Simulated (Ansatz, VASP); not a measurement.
Two plane-wave programs on Pb

```
CELL_PARAMETERS angstrom
0.00000 2.63901 2.63901
2.63901 0.00000 2.63901
2.63901 2.63901 0.00000
ATOMIC_POSITIONS crystal
Pb 0.00000 0.00000 0.00000
```

Alike in both runs: task single point; functional revPBE; k mesh 18 × 18 × 18; occupations fermi-dirac, width 0.1 eV; no spin polarisation.

|  | VASP | Ansatz |
| --- | --- | --- |
| version | VASP 6.6.1 | Ansatz 0.2.0 |
| potentials or method | VASP PAW PBE potentials, release 64 (Pb_d) | plane waves (420 eV) with PAW, scalar-relativistic |
| plane-wave cutoff (eV) | 520 | 420 |
| valence electrons in the cell | 14 | 14 |

```csv
,VASP,Ansatz,Ansatz less VASP
pressure (GPa),-3.1,-3.0,+0.05
```

With one functional, cell and mesh, what is left measures potentials, basis and numerics.

Caveats: the PAW data sets were made with another functional, which shifts forces and pressure a little (VASP). Spin-orbit coupling is left out, which matters for the levels of Pb.
